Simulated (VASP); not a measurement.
# CdS (F-43m) in VASP: notebook

The runs below take CdS through relaxation of cell and atoms, with PBE.

All numbers are computed with VASP 6.6.1; they aren't measurements. Logs are shortened: lines on timing, memory, paths and dates and some standing lists are left out, and cuts for length are marked.

### Step 1. The crystal as given

Symmetry: F-43m, No. 216, cubic system. Conventional cell: a = 5.833 Å, b = 5.833 Å, c = 5.833 Å, α = 90.00°, β = 90.00°, γ = 90.00°. Around Cd (site symmetry -43m) lie 4 S at 2.53 Å. Around S (site symmetry -43m) lie 4 Cd at 2.53 Å.

### Step 2. Relaxation of cell and atoms, PBE

INCAR reads:

```
PREC = Accurate ; ENCUT = 520
EDIFF = 1E-7 ; ISMEAR = 0
SIGMA = 0.02 ; LREAL = False
LASPH = True ; NELM = 100
ALGO = Normal ; ISIF = 3
LWAVE = False ; LCHARG = False
GGA = PE ; IBRION = 2
NSW = 80 ; EDIFFG = -0.002
KPAR = 4
```

KPOINTS reads:

```
regular mesh
0
Gamma
  10 10 10
```

POSCAR reads:

```
CdS
1.0
    0.0000000000      2.9165000000      2.9165000000
    2.9165000000      0.0000000000      2.9165000000
    2.9165000000      2.9165000000      0.0000000000
Cd S
1 1
Direct
    0.0000000000      0.0000000000      0.0000000000
    0.2500000000      0.2500000000      0.2500000000
```

Potentials or basis: VASP PAW PBE potentials, release 64 (Cd, S).

The run is started by

```console
cat potpaw_PBE.64/Cd/POTCAR potpaw_PBE.64/S/POTCAR > POTCAR
mpirun -np 4 vasp_std > vasp.out
```

OUTCAR:

```text
PREC = Accurate
   ENCUT = 520
   EDIFF = 1E-7
   ISMEAR = 0
   LREAL = False
   LASPH = True
   NELM = 100
   ISIF = 3
   GGA = PE
   IBRION = 2
   NSW = 80
   EDIFFG = -0.002

 ion  position               nearest neighbor table
   1  0.000  0.000  0.000-   2 2.53   2 2.53   2 2.53   2 2.53
   2  0.250  0.250  0.250-   1 2.53   1 2.53   1 2.53   1 2.53

  LATTYP: Found a face centered cubic cell.
 ALAT       =     5.8330000000

  Lattice vectors:

 A1 = (   0.0000000000,   2.9165000000,   2.9165000000)
 A2 = (   2.9165000000,   0.0000000000,   2.9165000000)
 A3 = (   2.9165000000,   2.9165000000,   0.0000000000)

Analysis of symmetry for initial positions (statically):
=====================================================================
 Subroutine PRICEL returns:
 Original cell was already a primitive cell.

 Routine SETGRP: Setting up the symmetry group for a
 face centered cubic supercell.

 Subroutine GETGRP returns: Found 24 space group operations
 (whereof 24 operations were pure point group operations)
 out of a pool of 48 trial point group operations.

The static configuration has the point symmetry T_d .

Analysis of symmetry for dynamics (positions and initial velocities):
=====================================================================
 Subroutine PRICEL returns:
 Original cell was already a primitive cell.

 Routine SETGRP: Setting up the symmetry group for a
 face centered cubic supercell.

 Subroutine GETGRP returns: Found 24 space group operations
 (whereof 24 operations were pure point group operations)
 out of a pool of 48 trial point group operations.

The dynamic configuration has the point symmetry T_d .

 Subroutine INISYM returns: Found 24 space group operations
 (whereof 24 operations are pure point group operations),
 and found     1 'primitive' translations

----------------------------------------------------------------------------------------

                                     Primitive cell

  volume of cell :      49.6153

  direct lattice vectors                    reciprocal lattice vectors
     0.000000000  2.916500000  2.916500000    -0.171438368  0.171438368  0.171438368
     2.916500000  0.000000000  2.916500000     0.171438368 -0.171438368  0.171438368
     2.916500000  2.916500000  0.000000000     0.171438368  0.171438368 -0.171438368

  length of vectors
     4.124553855  4.124553855  4.124553855     0.296939964  0.296939964  0.296939964

  position of ions in fractional coordinates (direct lattice)
     0.000000000  0.000000000  0.000000000
[... 103 lines left out ...]
   GGA     = PE    functional components
   LHFCALC =     F    Hartree Fock is set to
   AEXX    =    0.0000 exact exchange contribution
   IVDW    =     0    specifies the selected vdW correction
   LEPSILON=     F    determine dielectric tensor
   LRPA    =     F    only Hartree local field effects (RPA)
 conjugate gradient relaxation of ions
 non-spin polarized calculation
 Gauss-broadening in eV      SIGMA  =   0.02
  energy-cutoff  :      520.00
  volume of cell :       49.62
 maximum number of plane-waves:      1363
   NGX = 15   NGY = 15   NGZ = 15

--------------------------------------- Ionic step        1  -------------------------------------------

 number of electron      18.0000004 magnetization

 Free energy of the ion-electron system (eV)
  ---------------------------------------------------
  ext. energy  EPLUGINS =         0.00000000
  ---------------------------------------------------
  free energy    TOTEN  =        -6.12153396 eV

  energy without entropy =       -6.12153396  energy(sigma->0) =       -6.12153396

------------------------ aborting loop because EDIFF is reached ----------------------------------------

  FORCE on cell =-STRESS in cart. coord.  units (eV):
  Direction    XX          YY          ZZ          XY          YZ          ZX
  --------------------------------------------------------------------------------------
  -------------------------------------------------------------------------------------
  Total        0.9948945      0.9948945      0.9948945      0.0000000      0.0000000      0.0000000
  in kB       32.1271095     32.1271095     32.1271095      0.0000000      0.0000000      0.0000000
  external PRESSURE =      32.1271095 kB  Pullay stress =       0.0000000 kB
[... 59 lines left out ...]
--------------------------------------- Ionic step        3  -------------------------------------------

 number of electron      18.0000000 magnetization

 Free energy of the ion-electron system (eV)
  ---------------------------------------------------
  ext. energy  EPLUGINS =         0.00000000
  ---------------------------------------------------
  free energy    TOTEN  =        -6.14731483 eV

  energy without entropy =       -6.14731483  energy(sigma->0) =       -6.14731483

 E-fermi :   0.9911     XC(G=0):  -8.9042

 val. band max:        0.8757088810   @ k =   0.0000   0.0000   0.0000
 cond. band min:       1.9077902349   @ k =   0.0000   0.0000   0.0000
 fundamental gap:      1.0320813539
 Fermi energy:         0.9910563292

 k-point     1 :       0.0000    0.0000    0.0000
  band No.  band energies     occupation
      1     -11.1838      2.00000
      2      -6.6766      2.00000
      3      -6.6766      2.00000
      4      -6.6766      2.00000
      5      -6.2657      2.00000
      6      -6.2657      2.00000
      7       0.8757      2.00000
      8       0.8757      2.00000
      9       0.8757      2.00000
     10       1.9078      0.00000
     11       7.4265      0.00000
     12       7.4265      0.00000
     13       7.4265      0.00000
[... 354 lines left out ...]
  band No.  band energies     occupation
      1     -10.7843      2.00000
      2      -6.4924      2.00000
      3      -6.4544      2.00000
      4      -6.4149      2.00000
      5      -6.2093      2.00000
      6      -6.0845      2.00000
      7      -2.2880      2.00000
      8      -0.6149      2.00000
      9      -0.4742      2.00000
     10       4.8647      0.00000
     11       5.4188      0.00000
     12       8.8041      0.00000
     13       9.8174      0.00000

 [... further k-points ...]

------------------------ aborting loop because EDIFF is reached ----------------------------------------

  FORCE on cell =-STRESS in cart. coord.  units (eV):
  Direction    XX          YY          ZZ          XY          YZ          ZX
  --------------------------------------------------------------------------------------
  -------------------------------------------------------------------------------------
  Total        0.0038217      0.0038217      0.0038217     -0.0000000      0.0000000      0.0000000
  in kB        0.1170469      0.1170469      0.1170469     -0.0000000      0.0000000      0.0000000
  external PRESSURE =       0.1170469 kB  Pullay stress =       0.0000000 kB
[... 17 lines left out ...]
  FREE ENERGIE OF THE ION-ELECTRON SYSTEM (eV)
  ---------------------------------------------------
  free  energy   TOTEN  =        -6.1473148279 eV

  energy  without entropy=       -6.1473148279  energy(sigma->0) =       -6.14731483

 reached required accuracy - stopping structural energy minimisation
```

OSZICAR:

```text
N       E                     dE             d eps       ncg     rms          rms(c)
DAV:   1     0.110157871389E+03    0.11016E+03   -0.93000E+03  1238   0.127E+03
DAV:   2    -0.185372619167E+01   -0.11201E+03   -0.10692E+03  1437   0.294E+02
DAV:   3    -0.663036258856E+01   -0.47766E+01   -0.47650E+01  1447   0.637E+01
DAV:   4    -0.666502446905E+01   -0.34662E-01   -0.34658E-01  1372   0.544E+00
[... 30 lines left out ...]
DAV:   5    -0.614730773511E+01    0.30637E-04   -0.14236E-04  1502   0.186E-01    0.410E-02
DAV:   6    -0.614731486685E+01   -0.71317E-05   -0.24951E-05  1267   0.645E-02    0.158E-02
DAV:   7    -0.614731450970E+01    0.35715E-06   -0.19662E-06  1397   0.106E-02    0.780E-03
DAV:   8    -0.614731482007E+01   -0.31037E-06   -0.17846E-07   896   0.398E-03    0.105E-03
DAV:   9    -0.614731482792E+01   -0.78462E-08   -0.23861E-08   821   0.114E-03
   3 F= -.61473148E+01 E0= -.61473148E+01  d E =-.257809E-01
```

CONTCAR:

```text
CdS
   1.00000000000000
     0.0000000000000000    2.9684162851886113    2.9684162851886113
     2.9684162851886113    0.0000000000000000    2.9684162851886113
     2.9684162851886113    2.9684162851886113    0.0000000000000000
  Cd              S
     1     1
Direct
     0.0000000000000000    0.0000000000000000    0.0000000000000000
     0.2500000000000000    0.2500000000000000    0.2500000000000000

  0.00000000E+00  0.00000000E+00  0.00000000E+00
  0.00000000E+00  0.00000000E+00  0.00000000E+00
```

Run time: 28 s. Hardware: 4 MPI ranks of AMD EPYC 7R13 (Zen 3), shared host; peak memory 0.18 GiB.

Results:

* Free energy: -6.1473 eV
* Relaxed volume: 26.16 Å³/atom
* Relaxed cell: a = 4.198 Å, b = 4.198 Å, c = 4.198 Å, α = 60.00°, β = 60.00°, γ = 60.00°
* Space group after relaxing (to 0.05 Å): F-43m (No. 216)
* Energy gained by relaxing: 12.9 meV/atom
* Ionic steps: 3
* Pressure after relaxing: 0.0 GPa
* Band gap on the k mesh: 1.03 eV, direct

The path:
```tsv
step	energy change (eV)	largest force (eV/Å)	pressure (GPa)	volume (Å³)
1	0.0000	0.0000	3.21	49.62
2	-0.0230	0.0000	-0.93	53.27
3	-0.0258	0.0000	0.01	52.31
```

Final structure:
```yaml
crystal:
  lattice:
    - [0.00000, 2.96842, 2.96842]
    - [2.96842, 0.00000, 2.96842]
    - [2.96842, 2.96842, 0.00000]
  atoms:
    - { symbol: Cd, position: [0.00000, 0.00000, 0.00000] }
    - { symbol: S, position: [0.25000, 0.25000, 0.25000] }
```

A hybrid or GW would open this gap; PBE tends to underestimate it. PBE usually gives volumes a little too large and moduli too small.

### Step 3. Relaxation of cell and atoms, PBE

This run uses another cell than the first one, of 26.16 Å³/atom, 1.054 times its volume.

INCAR is that of step 2.

KPOINTS is that of step 2.

POSCAR reads:

```
CdS                                     
1.0
    0.0000000000      2.9684162852      2.9684162852
    2.9684162852      0.0000000000      2.9684162852
    2.9684162852      2.9684162852      0.0000000000
  Cd              S             
     1     1
Direct
     0.0000000000000000    0.0000000000000000    0.0000000000000000
     0.2500000000000000    0.2500000000000000    0.2500000000000000
```

Potentials or basis: VASP PAW PBE potentials, release 64 (Cd, S).

The run is started by

```console
cat potpaw_PBE.64/Cd/POTCAR potpaw_PBE.64/S/POTCAR > POTCAR
mpirun -np 4 vasp_std > vasp.out
```

It took 14 s on 4 MPI ranks of AMD EPYC 7R13 (Zen 3), shared host; peak memory 0.17 GiB.

The run converged. Its results:

* Free energy: -6.1477 eV
* Relaxed volume: 26.17 Å³/atom
* Relaxed cell: a = 4.198 Å, b = 4.198 Å, c = 4.198 Å, α = 60.00°, β = 60.00°, γ = 60.00°
* Space group after relaxing (to 0.05 Å): F-43m (No. 216)
* Energy gained by relaxing: 0.0 meV/atom
* Ionic steps: 2
* Pressure after relaxing: 0.0 GPa
* Band gap on the k mesh: 1.03 eV, direct

Final structure:
```yaml
crystal:
  lattice:
    - [0.00000, 2.96878, 2.96878]
    - [2.96878, 0.00000, 2.96878]
    - [2.96878, 2.96878, 0.00000]
  atoms:
    - { symbol: Cd, position: [0.00000, 0.00000, 0.00000] }
    - { symbol: S, position: [0.25000, 0.25000, 0.25000] }
```

Levels at points of the mesh, in eV from the valence-band top:
```tsv
k point	band 5	band 6	band 7	band 8	band 9	band 10	band 11	band 12	band 13
(0.00, 0.00, 0.00)	-7.14	-7.14	0.00	0.00	0.00	1.03	6.55	6.55	6.55
(0.50, 0.00, 0.00)	-7.11	-6.81	-4.09	-0.68	-0.68	2.93	7.00	7.00	7.31
(0.50, 0.50, 0.00)	-7.07	-6.75	-3.72	-1.70	-1.70	3.64	4.27	9.01	10.46
```

PBE gaps usually lie below the measured ones, often by a third to a half.
